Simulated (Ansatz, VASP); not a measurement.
# Sn36Te11Se25 (SnSe0.7Te0.3, orthorhombic SnSe-type solid solution) in two plane-wave programs, part 2 of 3

Wanted: the spread between two codes on one cell, functional and k mesh. The cell is invented: As first built, before any earlier steps moved the atoms (in the runner's words): 1x3x3 conventional cells of the SnSe type (72 atoms: 25 Se, 36 Sn, 11 Te); Se/Te share their sites, the best of 600 random draws by like-pair counts in two shells; start lattice of SnSe; atoms moved at random by 0.02 A. It may not be a known or stable phase. Of the first pair: The structure shown is the start of the Ansatz relaxation below; VASP solves that cell, so the two are compared at the walk's first step.

VASP 6.6.1 and Ansatz 0.2.0.

So far: The starting structure; Ansatz: relaxation, PBE.

### 3. VASP: single point, PBE, start cell, pair 1

Level of this step: PBE; plane waves and PAW (Se, Sn_d, Te); invented cell (VASP).

The same cell, functional, mesh and smearing now go to VASP, with its own data sets.

Lines of VASP's logs that name or quote its potential files are left out, and so is its time.

INCAR

```
SYSTEM = Sn36Te11Se25
PREC = Accurate
ENCUT = 400
EDIFF = 1E-06
NELM = 120
ISMEAR = -1
SIGMA = 0.01
LREAL = Auto
ALGO = Normal
GGA = PE
NBANDS = 424
LORBIT = 11
LWAVE = .FALSE.
LCHARG = .FALSE.
ISIF = 2
ISYM = 0
LASPH = .TRUE.
GGA_COMPAT = .FALSE.
EFERMI = MIDGAP
KPAR = 2
```

POSCAR

```
Sn36Te11Se25
1.0
   11.3700000000      0.0000000000      0.0000000000
    0.0000000000     12.5580000000      0.0000000000
    0.0000000000      0.0000000000     13.3170000000
Se Sn Te
25 36 11
Direct
    0.6421196130      0.2497292563      0.3299016295
    0.3541688654      0.0816929447      0.0039198018
    0.1467194371      0.2492036949      0.1710970939
    0.8552066843      0.0833492594      0.4933768867
    0.6457959543      0.2510590858      0.6618382519
    0.3566226913      0.0855072464      0.3382368401
    0.8560158311      0.0833094442      0.8290681084
    0.6478276165      0.2464723682      0.9917699181
    0.3578276165      0.0825688804      0.6698280393
    0.1452594547      0.2494585125      0.8420815499
    0.8533597186      0.4166109253      0.1587594804
    0.3538962181      0.4137521898      0.0027183300
    0.8556904134      0.4159181398      0.4943681009
    0.6454793316      0.5817168339      0.6614928287
    0.3554705365      0.4179407549      0.3360967185
    0.1456288478      0.5831661093      0.5070135916
    0.3549780123      0.4130594044      0.6765712998
    0.1417238347      0.5826803631      0.8398813547
    0.1447405453      0.9167701863      0.1746489450
    0.8551627089      0.7479216436      0.4939626042
    0.1435180299      0.9181477942      0.5052714575
    0.8580562885      0.7500000000      0.8259067358
    0.6476429200      0.9168816691      0.9923180897
    0.3541424802      0.7509316770      0.6736126755
    0.1456992084      0.9159977703      0.8396185327
    0.1181706245      0.0837713012      0.0317113464
    0.3842568162      0.2515926103      0.2001576932
    0.6204485488      0.0831103679      0.1324172111
    0.8809322779      0.2502866699      0.3004130059
    0.1206156552      0.0815097946      0.3651122625
    0.3815303430      0.2512661252      0.5300968687
    0.6155496922      0.0809603440      0.4642787415
    0.8831134565      0.2510272336      0.6345122775
    0.1191556728      0.0836120401      0.6958624315
    0.3832893580      0.2494664756      0.8661034768
    0.6200879507      0.0826962892      0.7970563941
    0.8827088830      0.2492514732      0.9660884584
    0.1205364996      0.4165631470      0.0311406473
    0.3780299033      0.5829033286      0.1979725163
    0.6199560246      0.4154881351      0.1362469025
    0.8808795075      0.5838668578      0.2997597056
    0.1182233949      0.4167701863      0.3658631824
    0.3848636763      0.5864309603      0.5313734325
    0.6185576077      0.4173674152      0.4663963355
    0.8823131047      0.5855868769      0.6332131862
    0.1196306069      0.4165233317      0.6992716077
    0.3808970976      0.5850772416      0.8652098821
    0.6190765172      0.4166905558      0.8000901104
    0.8815215479      0.5845676063      0.9690771195
    0.1205804749      0.7537585603      0.0327100698
    0.3784784521      0.9190078038      0.1991289329
    0.6193579595      0.7521978022      0.1333633701
    0.8809234828      0.9137760790      0.3002703312
    0.1177132806      0.7506290811      0.3667417587
    0.3826473175      0.9187370600      0.5316287452
    0.6200000000      0.7500637044      0.4674175865
    0.8785664028      0.9152094283      0.6341593452
    0.1171767810      0.7521898391      0.6999699632
    0.3793315743      0.9187131709      0.8675377337
    0.6199560246      0.7522137283      0.8024104528
    0.8807036060      0.9159101768      0.9677404821
    0.8549516271      0.0827520306      0.1601787189
    0.1431310466      0.2502309285      0.5073064504
    0.6461389622      0.5821388756      0.3272208455
    0.1453210202      0.5844083453      0.1748366749
    0.8537906772      0.4177894569      0.8280693850
    0.6434476693      0.5828475872      0.9958023579
    0.8535180299      0.7493470298      0.1595329278
    0.6432365875      0.9141821946      0.3308778253
    0.3590941073      0.7463290333      0.0030712623
    0.6430343008      0.9153607262      0.6609596756
    0.3536323659      0.7491081382      0.3379965458
```

KPOINTS

```
Points of the shifted mesh
4
Reciprocal
 0.2500000000  0.2500000000  0.0000000000 1
 0.2500000000  0.7500000000  0.0000000000 1
 0.7500000000  0.2500000000  0.0000000000 1
 0.7500000000  0.7500000000  0.0000000000 1
```

PAW data sets: Se, Sn_d and Te (PBE family, release 64).

Command:

```bash
mpirun -np 8 vasp_std
```

Numbers of over 12 decimals in the logs are rounded to 6 here.

The log of the run:

```text
[banner, memory and clock lines left out]
running    8 mpi-ranks, on    1 nodes
[...]
|                                                                             |
|           W    W    AA    RRRRR   N    N  II  N    N   GGGG   !!!           |
|           W    W   A  A   R    R  NN   N  II  NN   N  G    G  !!!           |
|           W    W  A    A  R    R  N N  N  II  N N  N  G       !!!           |
|           W WW W  AAAAAA  RRRRR   N  N N  II  N  N N  G  GGG   !            |
|           WW  WW  A    A  R   R   N   NN  II  N   NN  G    G                |
|           W    W  A    A  R    R  N    N  II  N    N   GGGG   !!!           |
|                                                                             |
|     For optimal performance we recommend to set                             |
|       NCORE = 2 up to number-of-cores-per-socket                            |
|     NCORE specifies how many cores store one orbital (NPAR=cpu/NCORE).      |
|     This setting can greatly improve the performance of VASP for DFT.       |
|     The default, NCORE=1 might be grossly inefficient on modern             |
|     multi-core architectures or massively parallel machines. Do your        |
|     Unfortunately you need to use the default for GW and RPA                |
|     calculations (for HF NCORE is supported but not extensively tested      |
|     yet).                                                                   |
|                                                                             |

 LDA part: xc-table for (Slater+PW92), standard interpolation
 POSCAR, INCAR and KPOINTS ok, starting setup
[...]
entering main loop
       N       E                     dE             d eps       ncg     rms          rms(c)
DAV:   1     0.940612994751E+04    0.94061E+04   -0.25303E+05  3392   0.189E+03
DAV:   2     0.173460041713E+04   -0.76715E+04   -0.75243E+04  3392   0.562E+02
DAV:   3    -0.547737973515E+02   -0.17894E+04   -0.16884E+04  3776   0.227E+02
DAV:   4    -0.274491941597E+03   -0.21972E+03   -0.21158E+03  3976   0.747E+01
[...]
DAV:  13    -0.281458339100E+03   -0.43553E-05   -0.20250E-04  4144   0.470E-02    0.390E-02
DAV:  14    -0.281458340749E+03   -0.16490E-05   -0.50257E-05  4464   0.216E-02    0.200E-02
DAV:  15    -0.281458341441E+03   -0.69210E-06   -0.87291E-06  3624   0.841E-03
   1 F= -.28145834E+03 E0= -.28145834E+03  d E =0.000000E+00
```

OUTCAR, selected parts (step 3):

```text
 POSITION                                       TOTAL-FORCE (eV/Angst)
 -----------------------------------------------------------------------------------
      7.30090      3.13610      4.39330        -0.116608     -0.006379     -0.240148
      4.02690      1.02590      0.05220         0.286553      0.080405      0.269158
      1.66820      3.12950      2.27850        -0.300871      0.038652      0.096111
      9.72370      1.04670      6.57030         0.178348      0.019750      0.033516
      7.34270      3.15280      8.81370        -0.228989     -0.097726     -0.167579
      4.05480      1.07380      4.50430         0.304159     -0.100589      0.127659
      9.73290      1.04620     11.04070         0.363483     -0.103391     -0.143335
      7.36580      3.09520     13.20740        -0.501662      0.148925      0.121339
      4.06850      1.03690      8.92010         0.155047      0.087651      0.087369
      1.65160      3.13270     11.21400        -0.302700     -0.115379     -0.253738
      9.70270      5.23180      2.11420         0.568247     -0.100758      0.037555
      4.02380      5.19590      0.03620         0.448727      0.123407      0.150422
      9.72920      5.22310      6.58350         0.276454      0.037804      0.082456
      7.33910      7.30520      8.80910        -0.323360      0.169221      0.004209
[...]
-----------------------------------------------------------------------------------
    total drift:                               -0.005061     -0.001933     -0.026416

  FREE ENERGIE OF THE ION-ELECTRON SYSTEM (eV)
  ---------------------------------------------------
  free  energy   TOTEN  =      -281.4583414408 eV

  energy  without entropy=     -281.4583414408  energy(sigma->0) =     -281.45834144

[... 1 further part left out ...]
```

The run ends at a pressure of 6.47 GPa, with forces up to 2.2 eV/Å.

### 4. Comparison

Known differences besides the potentials themselves: the data sets hold 1080 valence electrons in Ansatz (on its default PAW (the set named soft_2) files) and 720 in VASP; the cutoff is 420 eV in Ansatz and 400 eV in VASP (PREC = Accurate, projectors in real space). Total energies have different zeros and are not compared.

Forces on 7 of the 72 atoms, those with the largest forces and the largest differences (eV/Å; atoms numbered as in POSCAR):

```
atom         Ansatz x, y, z           VASP x, y, z
Sn28  -1.735, 0.178, -0.291  -1.761, 0.177, -0.280
Sn39  1.970, -0.722, -0.483  1.998, -0.724, -0.495
Sn41   1.728, -0.750, 0.592   1.757, -0.754, 0.603
Sn52   -1.830, 0.585, 0.224   -1.859, 0.588, 0.236
Sn53    1.656, 0.207, 1.105    1.682, 0.208, 1.119
Te65  -1.799, -0.113, 0.347  -1.819, -0.109, 0.355
Te68   1.642, 0.082, -0.780   1.657, 0.083, -0.791
```

The forces differ by 12 meV/Å r.m.s., which is 1.8 % of the r.m.s. force of 0.645 eV/Å (both taken over all components).

### 5. Ansatz: relaxation, PBE

This run makes the geometry at which the two programs are then compared. The cell compared in this pair holds 2138.54 Å³, against 1901.46 Å³ for the pair before.

The structure compared here is the end of the Ansatz relaxation.

input.yaml

```yaml
crystal:
  lattice:
    - [11.37, 0.0, 0.0]
    - [0.0, 12.558, 0.0]
    - [0.0, 0.0, 13.317]
  atoms:
    - { symbol: Se, position: [0.64212, 0.24973, 0.3299] }
    - { symbol: Se, position: [0.35417, 0.08169, 0.00392] }
    - { symbol: Se, position: [0.14672, 0.2492, 0.1711] }
    - { symbol: Se, position: [0.85521, 0.08335, 0.49338] }
    - { symbol: Se, position: [0.6458, 0.25106, 0.66184] }
    - { symbol: Se, position: [0.35662, 0.08551, 0.33824] }
    - { symbol: Se, position: [0.85602, 0.08331, 0.82907] }
    - { symbol: Se, position: [0.64783, 0.24647, 0.99177] }
    - { symbol: Se, position: [0.35783, 0.08257, 0.66983] }
    - { symbol: Se, position: [0.14526, 0.24946, 0.84208] }
    - { symbol: Se, position: [0.85336, 0.41661, 0.15876] }
    - { symbol: Se, position: [0.3539, 0.41375, 0.00272] }
    - { symbol: Se, position: [0.85569, 0.41592, 0.49437] }
    - { symbol: Se, position: [0.64548, 0.58172, 0.66149] }
    - { symbol: Se, position: [0.35547, 0.41794, 0.3361] }
    - { symbol: Se, position: [0.14563, 0.58317, 0.50701] }
    - { symbol: Se, position: [0.35498, 0.41306, 0.67657] }
    - { symbol: Se, position: [0.14172, 0.58268, 0.83988] }
    - { symbol: Se, position: [0.14474, 0.91677, 0.17465] }
    - { symbol: Se, position: [0.85516, 0.74792, 0.49396] }
    - { symbol: Se, position: [0.14352, 0.91815, 0.50527] }
    - { symbol: Se, position: [0.85806, 0.75, 0.82591] }
    - { symbol: Se, position: [0.64764, 0.91688, 0.99232] }
    - { symbol: Se, position: [0.35414, 0.75093, 0.67361] }
    - { symbol: Se, position: [0.1457, 0.916, 0.83962] }
    - { symbol: Sn, position: [0.11817, 0.08377, 0.03171] }
    - { symbol: Sn, position: [0.38426, 0.25159, 0.20016] }
    - { symbol: Sn, position: [0.62045, 0.08311, 0.13242] }
    - { symbol: Sn, position: [0.88093, 0.25029, 0.30041] }
    - { symbol: Sn, position: [0.12062, 0.08151, 0.36511] }
    - { symbol: Sn, position: [0.38153, 0.25127, 0.5301] }
    - { symbol: Sn, position: [0.61555, 0.08096, 0.46428] }
    - { symbol: Sn, position: [0.88311, 0.25103, 0.63451] }
    - { symbol: Sn, position: [0.11916, 0.08361, 0.69586] }
    - { symbol: Sn, position: [0.38329, 0.24947, 0.8661] }
    - { symbol: Sn, position: [0.62009, 0.0827, 0.79706] }
    - { symbol: Sn, position: [0.88271, 0.24925, 0.96609] }
    - { symbol: Sn, position: [0.12054, 0.41656, 0.03114] }
    - { symbol: Sn, position: [0.37803, 0.5829, 0.19797] }
    - { symbol: Sn, position: [0.61996, 0.41549, 0.13625] }
    - { symbol: Sn, position: [0.88088, 0.58387, 0.29976] }
    - { symbol: Sn, position: [0.11822, 0.41677, 0.36586] }
    - { symbol: Sn, position: [0.38486, 0.58643, 0.53137] }
    - { symbol: Sn, position: [0.61856, 0.41737, 0.4664] }
    - { symbol: Sn, position: [0.88231, 0.58559, 0.63321] }
    - { symbol: Sn, position: [0.11963, 0.41652, 0.69927] }
    - { symbol: Sn, position: [0.3809, 0.58508, 0.86521] }
    - { symbol: Sn, position: [0.61908, 0.41669, 0.80009] }
    - { symbol: Sn, position: [0.88152, 0.58457, 0.96908] }
    - { symbol: Sn, position: [0.12058, 0.75376, 0.03271] }
    - { symbol: Sn, position: [0.37848, 0.91901, 0.19913] }
    - { symbol: Sn, position: [0.61936, 0.7522, 0.13336] }
    - { symbol: Sn, position: [0.88092, 0.91378, 0.30027] }
    - { symbol: Sn, position: [0.11771, 0.75063, 0.36674] }
    - { symbol: Sn, position: [0.38265, 0.91874, 0.53163] }
    - { symbol: Sn, position: [0.62, 0.75006, 0.46742] }
    - { symbol: Sn, position: [0.87857, 0.91521, 0.63416] }
    - { symbol: Sn, position: [0.11718, 0.75219, 0.69997] }
    - { symbol: Sn, position: [0.37933, 0.91871, 0.86754] }
    - { symbol: Sn, position: [0.61996, 0.75221, 0.80241] }
    - { symbol: Sn, position: [0.8807, 0.91591, 0.96774] }
    - { symbol: Te, position: [0.85495, 0.08275, 0.16018] }
    - { symbol: Te, position: [0.14313, 0.25023, 0.50731] }
    - { symbol: Te, position: [0.64614, 0.58214, 0.32722] }
    - { symbol: Te, position: [0.14532, 0.58441, 0.17484] }
    - { symbol: Te, position: [0.85379, 0.41779, 0.82807] }
    - { symbol: Te, position: [0.64345, 0.58285, 0.9958] }
    - { symbol: Te, position: [0.85352, 0.74935, 0.15953] }
    - { symbol: Te, position: [0.64324, 0.91418, 0.33088] }
    - { symbol: Te, position: [0.35909, 0.74633, 0.00307] }
    - { symbol: Te, position: [0.64303, 0.91536, 0.66096] }
    - { symbol: Te, position: [0.35363, 0.74911, 0.338] }
kpoints:
  mp_grid: { grid: [2, 2, 1], shift: [0.5, 0.5, 0.0] }
hamiltonian:
  xc: pbe
scf:
  occupations: { method: fermi_dirac, width: 0.01 }
output:
  forces: true
  stress: true
relax:
  f_tol: 0.02
  max_steps: 45
  cell: { stress_tol: 0.1 }
```

Command:

```bash
ansatz run input.yaml --threads 4 --pin off --max-ram 15360MiB --backend cpu --events-out ev --progress --plain --runs-dir out
```

The log of the run:

```text
[...]
Crystal: 72 atoms, lattice volume = 1901.461 Å³
Basis set: ecut = 420 eV, 37117 PW (Γ), exchange–correlation on 160×180×180 points (8 copies of the dense FFT grid, shifted against one another)
Bands: 648, of which v1, the nominal top of the filled ones, is band 540 counted from 1 (539 counted from 0)
Symmetry: 1 space group operations
[...]
k-points: 2 of 4 (time reversal used)
[...]
- { symbol: Te, position: [0.136179, 0.247988, 0.511525] }
    - { symbol: Te, position: [0.639950, 0.580312, 0.321212] }
    - { symbol: Te, position: [0.138280, 0.581893, 0.173128] }
    - { symbol: Te, position: [0.863200, 0.416634, 0.818098] }
    - { symbol: Te, position: [0.642537, 0.579276, 0.991261] }
    - { symbol: Te, position: [0.864261, 0.752521, 0.156871] }
    - { symbol: Te, position: [0.639204, 0.919511, 0.327263] }
    - { symbol: Te, position: [0.363299, 0.750327, 0.00914712] }
    - { symbol: Te, position: [0.638841, 0.919685, 0.656735] }
    - { symbol: Te, position: [0.361012, 0.750430, 0.341993] }
[key lines of the parts left out:]
P = ⅓ Tr σ = 0.0091 GPa (0.091 kbar)
```

[end of part 2 of 3]

[Lines on the potential files, build, host, timing and source positions are cut from VASP's logs without a mark.]

[Logs are printed without paths, hosts, clocks, repeated set-up lines and the standing remarks that a program may print on its own settings, such as how far it seeks lower states.]

[Hosts, paths, dates, database ids (printed as entryN), source tags and the programs' standing remarks are cut or masked in the printed files.]
